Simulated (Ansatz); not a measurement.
Runs of Ansatz 0.2.0 on CdO (Monteponite). Symmetry: Fm-3m, No. 225, cubic system. Conventional cell: a = 4.699 Å, b = 4.699 Å, c = 4.699 Å, α = 90.00°, β = 90.00°, γ = 90.00°. Cd (site symmetry m-3m) is surrounded by 6 O at 2.35 Å. O (site symmetry m-3m) has 6 Cd at 2.35 Å as nearest neighbours. 

```tsv
screening (1/Å)	gap on the mesh (eV)	pressure (GPa)
0.1	(c)	0.4
0.2	1.07	0.6
0.3	0.85	0.9
0.4	(b)	1.3
0.15	1.20	0.5
0.6	0.39	(a)
```

Alike in all rows: task single point; level HSE06 form with a typed share of exact exchange; potentials or basis Ansatz PAW; no spin polarisation; cell as given; k mesh 5 × 5 × 5; cutoff (eV) 420; smearing fermi-dirac 0.05 eV; the mesh is coarse, so values aren't converged.

Task: Estimate the missing entries.

Result: (a) 2.2; (b) 0.67; (c) 1.36.

Caveats: all runs use coarse meshes; odd divisions of the mesh miss points on the zone boundary, where band edges often lie, so the gap on the mesh can be too wide; the PAW data sets come from PBE, with cores solved anew for the run's functional, which leaves a small shift of forces and pressure; the thresholds are loose for stress.

A k mesh can miss the band edges, and the runs leave out spin-orbit coupling on Cd.
